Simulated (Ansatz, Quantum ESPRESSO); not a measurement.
## CdSe (001), wurtzite: a film clamped to its substrate

A thin film takes the in-plane lattice of its substrate and is free along the normal. How do the free axis and the stress follow the misfit? The strained cell has c along the film normal; unstrained it is a = 4.3020 Å, b = 4.3020 Å, c = 7.0215 Å, α = 90.00°, β = 90.00°, γ = 120.00°, with 4 atoms.

Calculated with Ansatz 0.2.0, PBEsol, PAW files of the set soft_1, cutoff 600 eV, Fermi–Dirac smearing 0.02 eV, k-mesh 8×8×4, no spin polarisation, no spin-orbit coupling.

Relaxed positions at 0 %:

```csv
atom,x,y,z
Cd,0.3333,0.6667,0.0001
Cd,0.6667,0.3333,0.5001
Se,0.6667,0.3333,0.1244
Se,0.3333,0.6667,0.6244
```

```
ε∥ (%)   a (Å)   c (Å)  ε⊥ (%)  σ (GPa, tension positive)
    −3  4.1729  7.2144   2.747                      −2.59
    −2  4.2160  7.1498   1.827                      −1.71
     0  4.3020  7.0215   0.000                       0.00
     1  4.3450  6.9572  −0.916                       0.82
     2  4.3880  6.8936  −1.821                       1.60
     3  4.4311  6.8300  −2.728                       2.35
```

**Question.** Fit both responses and give the free strain and the stress at −1 %, a row left out above.

Least squares with y = y0 + y1 ε + y2 ε² (ε in %) gives ε⊥ = −0.002 + (−0.9124) ε + (0.0013) ε² and σ = 0.00 + (0.825) ε + (−0.014) ε² GPa. The linear terms put the ratio of free to applied strain at −0.912 and the biaxial modulus at 82 GPa.

At −1 % the free strain comes out as 0.911 %. The run itself gives 0.927 %, so the estimate misses by 0.016 %, more than the largest misfit of the fitted rows (0.003 %).

The stress comes out as −0.84 GPa. The run itself gives −0.84 GPa, so the estimate misses by 0.00 GPa, a rounding's worth.

With c as the unique axis, zero normal stress gives ε⊥/ε∥ = −2C13/C33 for relaxed atoms, so 2C13/C33 is about 0.91.

The negative ε² term means that the crystal stiffens in compression and softens in tension.

The same fit over all rows at other levels or in other programs gives the strain ratio = −0.960 with PBEsol (Quantum ESPRESSO, GBRV).

[Logs are printed without paths, hosts, clocks, repeated set-up lines and the standing remarks that a program may print on its own settings, such as how far it seeks lower states.]
